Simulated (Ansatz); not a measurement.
**Aluminium, dhcp under revPBE: from relaxation to bulk modulus**

The plan for aluminium in the dhcp structure: relax it, solve it on a dense k-mesh, then scale the cell to 7 volumes from 88 to 112 % of the relaxed one and try a fit of the equation of state. Spin polarisation is left out. The k-meshes are 13×13×4 for the relaxation; 17×17×5 for the dense run; 14×14×4 for the volumes.

Computed with Ansatz 0.2.0 (DFT revPBE, plane waves (420 eV) with PAW, scalar-relativistic; the PAW data stem from PBE, with regenerated cores, unless a step says otherwise).

## (1) The starting structure

It takes space group P6_3/mmc (No. 194, hexagonal). The conventional cell has a = 2.863 Å, b = 2.863 Å, c = 9.352 Å, α = 90.00°, β = 90.00°, γ = 120.00°. Al (site symmetry -3m) has 12 Al at 2.86 Å as nearest neighbours. Around Al (site symmetry -6m2) lie 12 Al at 2.86 Å.

Structure file:

```
CELL_PARAMETERS angstrom
2.86348 0.00000 0.00000
-1.43174 2.47985 0.00000
0.00000 0.00000 9.35213
ATOMIC_POSITIONS crystal
Al 0.00000 0.00000 0.00000
Al 0.00000 0.00000 0.50000
Al 0.33333 0.66667 0.25000
Al 0.66667 0.33333 0.75000
```

## (2) Geometry optimisation

input.yaml reads:

```yaml
crystal:
  lattice:
    - [2.863481482, 0.0, 0.0]
    - [-1.431740741, 2.4798477067, 0.0]
    - [0.0, 0.0, 9.3521305203]
  atoms:
    - { symbol: Al, position: [0.0, 0.0, 0.0] }
    - { symbol: Al, position: [0.0, 0.0, 0.5] }
    - { symbol: Al, position: [0.3333333333, 0.6666666667, 0.25] }
    - { symbol: Al, position: [0.6666666667, 0.3333333333, 0.75] }
hamiltonian:
  xc: revpbe
  pseudopotentials:
    kind: paw
    azcp:
      Al: "pseudopotentials/Al.paw.azcp"
basis:
  ecutwfc: 420
  fft_grid_basis: typed
kpoints:
  mp_grid: { grid: [13, 13, 4], shift: [0, 0, 0] }
magnetization:
  spin_polarized: false
scf:
  occupations: { method: fermi_dirac, width: 0.1 }
relax:
  max_steps: 60
  f_tol: 0.01
  cell: {}
output:
  write_density: true
  write_potential: true
  elf: true
  volumetric_format: npy
```

Run with:

```bash
> ansatz run input.yaml --threads 2 --pin off --max-ram 5120MiB --backend cpu --events-out ev --progress --plain --runs-dir out
```

The log of the run, shortened:

```text
Warning: RAYON_NUM_THREADS=2 ignored (pool sized by the plan → 2); use --threads N
[...]
Pseudopotentials: kind: paw
Pseudopotential: Al, paw, valence charge 3, recommended cutoff 420 eV (normal), <dir>
Functional definition: revPBE
[...]
Crystal: 4 atoms, lattice volume = 66.409 Å³
Basis set: ecut = 420 eV, 1315 PW (Γ), exchange–correlation on 40×40×128 points (8 copies of the dense FFT grid, shifted against one another)
Bands: 10, of which v1, the nominal top of the filled ones, is band 6 counted from 1 (5 counted from 0)
Symmetry: 24 space group operations
Space group: P63/mmc (ITA 194), of the structure as read, at distance tolerance 4.0e-5 Å
k-points: 63 of 676
[...]
SCF iter   1: F=—  HF=-2158.461390 eV  |F-HF|=—  |Δ(HF+E_count)|=         —  Δρ=1.85e-3  dr2=2.37e-3  ethr=1.77e-3  ⟨swp⟩=6.9  Hψ=11907  notcnv=0  defer=12
[...]
relax step   1: F+E_penalty+E_count = -2158.46091102 eV  Δ(F+E_penalty+E_count) = +0.000e0 eV  max|allowed force component| = 1.330e-17 eV/Å  Δτ_max = 0.0000 Å  P = +0.845 GPa  Ω = 66.409 Å³  (6 SCF iters, dr2 threshold 1.00e-7 eV, accepted)
[...]
relax step   5: F+E_penalty+E_count = -2158.46405023 eV  Δ(F+E_penalty+E_count) = -5.794e-5 eV  max|allowed force component| = 1.561e-17 eV/Å  Δτ_max = 0.0000 Å  P = -0.000 GPa  Ω = 67.186 Å³  energy of the carried Pulay correction = -3.221e-4 eV  (6 SCF iters, accepted)
[...]
SCF converged after 6 iterations
Free energy (F): -2158.464419 eV
[...]
E sigma→0 (E₀):  -2158.439286 eV
Entropy (-TS):   -0.050265 eV (-12.566 meV/atom)
Fermi energy:    7.816407 eV
[...]
--- Forces (eV/Å), atoms counted from 1 ---
  atom   1  Al    -0.00000000    -0.00000000     0.00000000
  atom   2  Al    -0.00000000     0.00000000     0.00000000
  atom   3  Al    -0.00000000     0.00000000     0.00000000
  atom   4  Al     0.00000000    -0.00000000     0.00000000
[...]
--- Stress (GPa, compression-positive) ---
       -0.008784       0.000000       0.000000
        0.000000      -0.008784       0.000000
        0.000000       0.000000       0.039831
  P = ⅓ Tr σ = 0.0074 GPa (0.074 kbar)
--- Band table (eV; the first three rows and the last of 63) ---
  k-point 0: bands = ["-3.1723", "-1.5382", "-1.5375", "3.2196", "3.3064", "10.9454", "10.9555", "18.6283", "18.6283", "18.7920", "18.7920", "19.7186", "19.7186", "19.7570"]
[...]
--- Relaxed structure (5 steps of the walk, 5 accepted, 1 SCFs on fresh bases) ---
  F+E_penalty+E_count = -2158.46441901 eV   max|allowed force component| = 2.197e-17 eV/Å   (the final SCF, on the basis selected at the relaxed cell)
  cell:  # Å, volume = 67.1864 Å³
    - [2.8593093012271686, 2.2697270381239953e-35, 0.0]
    - [-1.4296546506135843, 2.47623449213986, 0.0]
    - [0.0, 0.0, 9.489169205145576]
  atoms:
    - { symbol: Al, position: [1.58295367364444e-35, 3.235968112060909e-35, 2.0378973218950168e-36] }
    - { symbol: Al, position: [4.6354465040433124e-35, 9.060710713770542e-35, 0.5] }
    - { symbol: Al, position: [0.3333333333333333, 0.6666666666666667, 0.25] }
    - { symbol: Al, position: [0.6666666666666666, 0.3333333333333333, 0.7499999999999999] }
```

Run time: 9.3 s. Hardware: 2 threads of Arm Neoverse V1, shared host; peak memory 0.36 GiB.

Step by step:

```csv
step,energy change (meV/atom),largest force (eV/Å),pressure (GPa),volume (Å³/atom)
1,0.00,0.0000,0.85,16.602
2,-0.52,0.0000,-0.23,16.838
3,-0.66,0.0000,-0.08,16.807
4,-0.77,0.0000,0.00,16.801
5,-0.78,0.0000,0.00,16.797
6,-0.88,0.0000,0.01,16.797
```

Steps that repeat a cell are solved on a basis chosen anew, so their changes of energy are no gain of the relaxation.

The cell of the run, before and after:

|  | before | after | change |
| --- | --- | --- | --- |
| a (Å) | 2.863 | 2.859 | -0.1 % |
| b (Å) | 2.863 | 2.859 | -0.1 % |
| c (Å) | 9.352 | 9.489 | +1.5 % |
| volume (Å³/atom) | 16.602 | 16.797 | +1.2 % |
| shortest distance (Å) | 2.863 | 2.859 | -0.1 % |
| space group (spins left aside) | P6_3/mmc | P6_3/mmc | same |

## (3) Single point on a dense mesh

input.yaml reads:

```yaml
crystal:
  lattice:
    - [2.8593093012, 0.0, 0.0]
    - [-1.4296546506, 2.4762344921, 0.0]
    - [0.0, 0.0, 9.4891692051]
  atoms:
    - { symbol: Al, position: [0.0, 0.0, 0.0] }
    - { symbol: Al, position: [0.0, 0.0, 0.5] }
    - { symbol: Al, position: [0.3333333333, 0.6666666667, 0.25] }
    - { symbol: Al, position: [0.6666666667, 0.3333333333, 0.75] }
hamiltonian:
  xc: revpbe
  pseudopotentials:
    kind: paw
    azcp:
      Al: "pseudopotentials/Al.paw.azcp"
basis:
  ecutwfc: 420
  fft_grid_basis: typed
kpoints:
  mp_grid: { grid: [17, 17, 5], shift: [0, 0, 0] }
magnetization:
  spin_polarized: false
scf:
  occupations: { method: fermi_dirac, width: 0.1 }
```

Run with:

```bash
> ansatz run input.yaml --threads 2 --pin off --max-ram 5120MiB --backend cpu --events-out ev --progress --plain --runs-dir out
```

The log of the run, shortened:

```text
Warning: RAYON_NUM_THREADS=2 ignored (pool sized by the plan → 2); use --threads N
[...]
[... 3 set-up lines as earlier in the session ...]
[...]
Crystal: 4 atoms, lattice volume = 67.186 Å³
Basis set: ecut = 420 eV, 1315 PW (Γ)
Bands: 10, of which v1, the nominal top of the filled ones, is band 6 counted from 1 (5 counted from 0)
[... 1 set-up line as earlier in the session ...]
Space group: P63/mmc (ITA 194), of the structure as read, at distance tolerance 4.1e-5 Å
k-points: 99 of 1445
[...]
SCF iter   1: F=—  HF=-2158.461500 eV  |F-HF|=—  |Δ(HF+E_count)|=         —  Δρ=1.76e-3  dr2=2.00e-3  ethr=1.77e-3  ⟨swp⟩=7.0  Hψ=18994  notcnv=0  defer=22
[...]
SCF iter   6: F=-2158.461059 eV  HF=-2158.461059 eV  |F-HF|=2.80e-8  |Δ(HF+E_count)|=   1.77e-7  Δρ=4.19e-6  dr2=3.73e-8  ethr=8.33e-10  ⟨swp⟩=1.0  Hψ=3335  notcnv=0
[...]
SCF converged after 6 iterations
Free energy (F): -2158.461059 eV
[...]
E sigma→0 (E₀):  -2158.434915 eV
Entropy (-TS):   -0.052288 eV (-13.072 meV/atom)
Fermi energy:    7.839806 eV
[...]
```

It took 2.6 s on 2 threads of Arm Neoverse V1, shared host; peak memory 0.35 GiB.

## (4) Equation of state: 88 %

input.yaml: that of step 3 with these lines changed.

```diff
@@ -2,5 +2,5 @@
   lattice:
-    - [2.8593093012, 0.0, 0.0]
-    - [-1.4296546506, 2.4762344921, 0.0]
-    - [0.0, 0.0, 9.4891692051]
+    - [2.7400302727, 0.0, 0.0]
+    - [-1.3700151363, 2.3729358233, 0.0]
+    - [0.0, 0.0, 9.0933187513]
   atoms:
@@ -20,3 +20,3 @@
 kpoints:
-  mp_grid: { grid: [17, 17, 5], shift: [0, 0, 0] }
+  mp_grid: { grid: [14, 14, 4], shift: [0, 0, 0] }
 magnetization:
@@ -25 +25,4 @@
   occupations: { method: fermi_dirac, width: 0.1 }
+  lower_state_search: "off"
+output:
+  stress: true
```

Run with:

```bash
> ansatz run input.yaml --threads 2 --pin off --max-ram 5120MiB --backend cpu --events-out ev --progress --plain --runs-dir out
```

The log of the run, shortened:

```text
Warning: RAYON_NUM_THREADS=2 ignored (pool sized by the plan → 2); use --threads N
[...]
[... 3 set-up lines as earlier in the session ...]
[...]
Crystal: 4 atoms, lattice volume = 59.124 Å³
Basis set: ecut = 420 eV, 1165 PW (Γ)
Bands: 10, of which v1, the nominal top of the filled ones, is band 6 counted from 1 (5 counted from 0)
[... 1 set-up line as earlier in the session ...]
Space group: P63/mmc (ITA 194), of the structure as read, at distance tolerance 3.9e-5 Å
k-points: 72 of 784
[...]
SCF iter   1: F=—  HF=-2158.173067 eV  |F-HF|=—  |Δ(HF+E_count)|=         —  Δρ=1.83e-3  dr2=1.76e-3  ethr=1.77e-3  ⟨swp⟩=7.3  Hψ=14067  notcnv=0  defer=7
[...]
SCF iter   6: F=-2158.172856 eV  HF=-2158.172856 eV  |F-HF|=5.89e-10  |Δ(HF+E_count)|=   5.99e-9  Δρ=7.89e-7  dr2=8.67e-10  ethr=2.21e-10  ⟨swp⟩=2.0  Hψ=2648  notcnv=0
[...]
SCF converged after 6 iterations
Free energy (F): -2158.172856 eV
[...]
E sigma→0 (E₀):  -2158.149640 eV
Entropy (-TS):   -0.046432 eV (-11.608 meV/atom)
Fermi energy:    9.227618 eV
[...]
--- Stress (GPa, compression-positive) ---
       13.031328      -0.000000       0.000000
        0.000000      13.031328       0.000000
        0.000000       0.000000      12.414165
  P = ⅓ Tr σ = 12.8256 GPa (128.256 kbar)
```

Run time: 1.8 s. Hardware: 2 threads of Arm Neoverse V1, shared host; peak memory 0.32 GiB.

## (5) Equation of state: 92 %

input.yaml: that of step 4 with these lines changed.

```diff
@@ -2,5 +2,5 @@
   lattice:
-    - [2.7400302727, 0.0, 0.0]
-    - [-1.3700151363, 2.3729358233, 0.0]
-    - [0.0, 0.0, 9.0933187513]
+    - [2.7809322771, 0.0, 0.0]
+    - [-1.3904661385, 2.4083579982, 0.0]
+    - [0.0, 0.0, 9.229059939]
   atoms:
@@ -28 +28,5 @@
   stress: true
+  write_density: true
+  write_potential: true
+  elf: true
+  volumetric_format: npy
```

Run with:

```bash
> ansatz run input.yaml --threads 2 --pin off --max-ram 5120MiB --backend cpu --events-out ev --progress --plain --runs-dir out
```

The log of the run, shortened:

```text
Warning: RAYON_NUM_THREADS=2 ignored (pool sized by the plan → 2); use --threads N
[...]
[... 3 set-up lines as earlier in the session ...]
[...]
Crystal: 4 atoms, lattice volume = 61.811 Å³
Basis set: ecut = 420 eV, 1195 PW (Γ)
Bands: 10, of which v1, the nominal top of the filled ones, is band 6 counted from 1 (5 counted from 0)
[... 2 set-up lines as earlier in the session ...]
k-points: 72 of 784
[...]
SCF iter   1: F=—  HF=-2158.342610 eV  |F-HF|=—  |Δ(HF+E_count)|=         —  Δρ=1.76e-3  dr2=1.73e-3  ethr=1.77e-3  ⟨swp⟩=7.0  Hψ=13915  notcnv=0  defer=13
[...]
SCF iter   6: F=-2158.342393 eV  HF=-2158.342393 eV  |F-HF|=7.97e-9  |Δ(HF+E_count)|=   5.41e-8  Δρ=2.42e-6  dr2=1.07e-8  ethr=8.33e-10  ⟨swp⟩=9.8  Hψ=5162  notcnv=0
[...]
SCF converged after 6 iterations
Free energy (F): -2158.342393 eV
[...]
E sigma→0 (E₀):  -2158.317994 eV
Entropy (-TS):   -0.048797 eV (-12.199 meV/atom)
Fermi energy:    8.737236 eV
[...]
--- Stress (GPa, compression-positive) ---
        7.660458      -0.000000       0.000000
       -0.000000       7.660458       0.000000
        0.000000       0.000000       7.417331
  P = ⅓ Tr σ = 7.5794 GPa (75.794 kbar)
--- Band table (eV; the first three rows and the last of 72) ---
  k-point 0: bands = ["-2.8698", "-1.1471", "-1.1407", "3.7631", "4.0689", "11.9867", "11.9971", "20.1752", "20.1752", "20.2258", "20.2258", "21.0748", "21.1171", "21.1171"]
[...]
```

It took 2.6 s on 2 threads of Arm Neoverse V1, shared host; peak memory 0.34 GiB.

Density in a lattice plane of the grid's cell (edges 2.78 and 9.23 Å, at 0.000 of the third edge), which holds Al.

Ten even steps from ' ' (0.06 e/Å³) to '@' (0.23 e/Å³):
```
..--##@@%%@@##--
%%@@%%######%%@@
%%%%%%######%%%%
%%%%@@@@%%@@@@%%
%%@@@@@@##@@@@@@
%%%%@@@@%%@@@@%%
%%%%%%######%%%%
%%@@%%######%%@@
..--##@@%%@@##--
    **@@@@@@**  
..--##@@%%@@##--
%%@@%%######%%@@
%%%%%%######%%%%
%%%%@@@@%%@@@@%%
%%@@@@@@##@@@@@@
%%%%@@@@%%@@@@%%
%%%%%%######%%%%
%%@@%%######%%@@
..--##@@%%@@##--
    **@@@@@@**  
```
Columns run along the first of these edges and rows up along the second, over one cell in 8 and 20 even steps from the bottom left corner. Atoms in the plane (fractional): Al at (0.00, 0.00), Al at (0.00, 0.50).

ELF in the same plane.

Ten even steps from ' ' (0.02) to '@' (0.63):
```
  ..**@@%%@@**..
%%%%%%%%##%%%%%%
%%%%%%%%##%%%%%%
%%@@@@%%##%%@@@@
@@@@@@%%**%%@@@@
%%@@@@%%##%%@@@@
@@%%%%%%##%%%%%%
%%%%%%%%##%%%%%%
  ..**@@%%@@**..
--  ==@@@@@@==  
  ..**@@%%@@**..
%%%%%%%%##%%%%%%
@@%%%%%%##%%%%%%
%%@@@@%%##%%@@@@
@@@@@@%%**%%@@@@
%%@@@@%%##%%@@@@
%%%%%%%%##%%%%%%
%%%%%%%%##%%%%%%
  ..**@@%%@@**..
==  ==@@@@@@==  
```
Columns run along the first of these edges and rows up along the second, over one cell in 8 and 20 even steps from the bottom left corner. Atoms in the plane (fractional): Al at (0.00, 0.00), Al at (0.00, 0.50).

Both are smooth fields of the valence electrons: close to the nuclei they are not physical.

Maxima of ELF outside the ion cores: 0.65 beside Al, off the lines to its neighbours, 1.1 Å from Al; 0.64 on the Al–Al line, 1.2 Å from Al.

(Part 1 of 2 ends here.)
